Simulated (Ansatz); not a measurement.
This TiSi2 structure is the end of a relaxation. The cell was found from a structure generator's guess, not taken from experiment.

Level of theory: DFT PBE, scalar-relativistic, plane waves, PAW (Ansatz). Cutoff 420 eV, Γ-centred mesh, Gaussian smearing, no spin polarisation.

```
CELL_PARAMETERS angstrom
3.20254 0.00000 0.00000
0.00000 3.20254 0.00000
0.00000 0.00000 5.17468
ATOMIC_POSITIONS crystal
Ti 0.50000 0.50000 0.28737
Si 0.50000 0.50000 0.79178
Si 0.00000 0.00000 0.02506
```

Formation energies are uncorrected and refer to the elements' standard structures at the same level.

(1) Find its symmetry and describe it.

(2) How far does it lie from the elements in energy?

(3) Is it a metal?

## Answers

(1) P4mm (No. 99). Conventional cell: a = 3.203 Å, c = 5.175 Å. Ti is surrounded by 6 Si at 2.56–2.64 Å and 4 Ti at 3.20 Å; Si on its first site is surrounded by 2 Ti at 2.56–2.61 Å, 4 Si at 2.57 Å and 4 Si at 3.20 Å; Si on its second site is surrounded by 4 Si at 2.57 Å, 4 Ti at 2.64 Å and 4 Si at 3.20 Å.

(2) +0.18 eV/atom. A positive value: parting into the elements would lower its energy.

(3) Yes, bands cross the Fermi level on the 14×14×10 mesh.

The last run used a 14×14×10 mesh (in the run's order of axes) for its 3-atom cell and Gaussian smearing of 0.10 eV. Symmetry constrained the relaxation, so the result can be a saddle point. Another cell of TiSi2 relaxed alike, in Cmcm (a Materials Project cell), lies 0.75 eV/atom lower, so this cell isn't the stable form at this level.
